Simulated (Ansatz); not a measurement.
Ge built on the diamond prototype was relaxed with r2SCAN, strained in 3 ways (changes of length per length), its atoms relaxed again with r2SCAN, and run with r2SCAN in Ansatz 0.2.0. Spin-unpolarised throughout; all numbers are computed.

Isotropic -1.71 % on every length. Input:
```yaml
crystal:
  lattice:
    - [0.0, 2.7883629751, 2.7883629751]
    - [2.7883629751, 0.0, 2.7883629751]
    - [2.7883629751, 2.7883629751, 0.0]
  atoms:
    - { symbol: Ge, position: [0.0, 0.0, 0.0] }
    - { symbol: Ge, position: [0.25, 0.25, 0.25] }
kpoints:
  mp_grid: { grid: [8, 8, 8] }
  band_path:
    path:
      - [0.0, 0.0, 0.0]
      - [0.5, 0.0, 0.5]
      - [0.625, 0.25, 0.625]
      - [0.375, 0.375, 0.75]
      - [0.5, 0.5, 0.5]
      - [0.5, 0.25, 0.75]
    npoints: 1
hamiltonian:
  xc: r2scan
scf:
  occupations: { method: fixed }
  n_extra_bands: 4
output:
  forces: true
  stress: true
  eigenvalues: true
```

Main results, then levels in eV from the Fermi energy at the points of the path (names of the unstrained zone, bands numbered from 0):
```
Crystal: 2 atoms, lattice volume = 43.359 Å³
Basis set: ecut = 500 eV, 1067 PW (Γ)
Symmetry: 48 space group operations
Space group: Fd-3m (ITA 227)
k-points: 29 of 512
Free energy (F): -8605.776670 eV
Fermi energy:    8.971354 eV
--- Stress (GPa, compression-positive) ---
        4.181298       0.000000       0.000000
        0.000000       4.181298       0.000000
        0.000000       0.000000       4.181298
  P = ⅓ Tr σ = 4.1813 GPa (41.813 kbar)
```
```tsv
point	band_10	band_11	band_12	band_13	band_14	band_15	band_16
Γ	-13.650	0.000	0.000	0.000	0.874	2.741	2.741
X	-9.387	-9.387	-3.386	-3.386	0.928	0.928	10.508
U	-9.890	-8.744	-4.736	-2.903	1.379	4.521	8.030
K	-9.890	-8.744	-4.736	-2.903	1.379	4.521	8.030
L	-11.342	-8.081	-1.554	-1.554	0.615	4.023	4.023
W	-9.270	-9.270	-4.271	-4.271	4.885	4.885	5.096
```

With r2SCAN the valence top lies at Γ and the conduction bottom at L, 0.62 eV higher; the smallest vertical gap, at Γ, is 0.87 eV. The mean pressure is +4.18 GPa (compression positive), so r2SCAN would enlarge the cell's volume.

Epitaxial -4.32 % in the xy plane, free normal strain +2.94 %. These blocks change:
```yaml
crystal:
  lattice:
    - [0.0, 2.7143205764, 2.9202816127]
    - [2.7143205764, 0.0, 2.9202816127]
    - [2.7143205764, 2.7143205764, 0.0]
  atoms:
    - { symbol: Ge, position: [0.0, 0.0, 0.0] }
    - { symbol: Ge, position: [0.25, 0.25, 0.25] }
scf:
  occupations: { method: fermi_dirac, width: 0.02 }
  n_extra_bands: 4
```

```
Crystal: 2 atoms, lattice volume = 43.031 Å³
Basis set: ecut = 500 eV, 1095 PW (Γ)
Symmetry: 16 space group operations
Space group: I41/amd (ITA 141)
k-points: 59 of 512
Free energy (F): -8605.722257 eV
Fermi energy:    9.427209 eV
--- Stress (GPa, compression-positive) ---
        7.208734       0.000000       0.000000
        0.000000       7.208734       0.000000
        0.000000       0.000000       0.041311
  P = ⅓ Tr σ = 4.8196 GPa (48.196 kbar)
```
```tsv
point	band_10	band_11	band_12	band_13	band_14	band_15	band_16
Γ	-14.050	-0.794	-0.120	-0.120	0.540	2.296	2.296
X	-9.616	-9.616	-3.923	-3.923	0.363	0.363	9.861
U	-10.214	-8.991	-5.098	-3.453	0.812	3.859	7.237
K	-10.356	-9.349	-5.115	-2.866	1.517	4.911	7.632
L	-11.716	-8.461	-2.283	-1.524	0.165	3.593	3.933
W	-9.697	-9.697	-4.628	-4.628	4.592	4.592	5.413
```

The r2SCAN gap is indirect, 0.26 eV (Γ to Γ–X (0.75 of the way from Γ)), below the direct gap of 0.66 eV at Γ. The mean pressure at these positions is +4.82 GPa, compression counted positive.

Uniaxial +5.44 % along x, other directions held. These blocks change:
```yaml
crystal:
  lattice:
    - [0.0, 2.8368735121, 2.8368735121]
    - [2.9911994312, 0.0, 2.8368735121]
    - [2.9911994312, 2.8368735121, 0.0]
  atoms:
    - { symbol: Ge, position: [0.0, 0.0, 0.0] }
    - { symbol: Ge, position: [0.25, 0.25, 0.25] }
scf:
  occupations: { method: fermi_dirac, width: 0.02 }
  n_extra_bands: 4
```

```
Crystal: 2 atoms, lattice volume = 48.145 Å³
Basis set: ecut = 500 eV, 1251 PW (Γ)
Symmetry: 16 space group operations
Space group: I41/amd (ITA 141)
k-points: 59 of 512
Free energy (F): -8605.755432 eV
Fermi energy:    7.731740 eV
--- Stress (GPa, compression-positive) ---
       -6.219402       0.000000       0.000000
        0.000000      -1.738824       0.000000
        0.000000       0.000000      -1.738824
  P = ⅓ Tr σ = -3.2324 GPa (-32.324 kbar)
```
```tsv
point	band_10	band_11	band_12	band_13	band_14	band_15	band_16
Γ	-12.970	-0.436	-0.316	0.005	0.005	2.474	2.474
X	-9.035	-9.035	-3.259	-3.259	0.766	0.766	9.316
U	-9.576	-8.454	-4.307	-2.837	1.140	3.928	7.121
K	-9.576	-8.454	-4.307	-2.837	1.140	3.928	7.121
L	-10.924	-7.723	-1.766	-1.282	0.069	3.740	3.970
W	-8.968	-8.968	-3.904	-3.904	3.850	3.850	4.508
```

r2SCAN gives a gap of zero: filled and empty bands touch at Γ. With the atoms held, the mean pressure is -3.23 GPa (compression positive).

The runs are scalar-relativistic, without spin-orbit coupling.
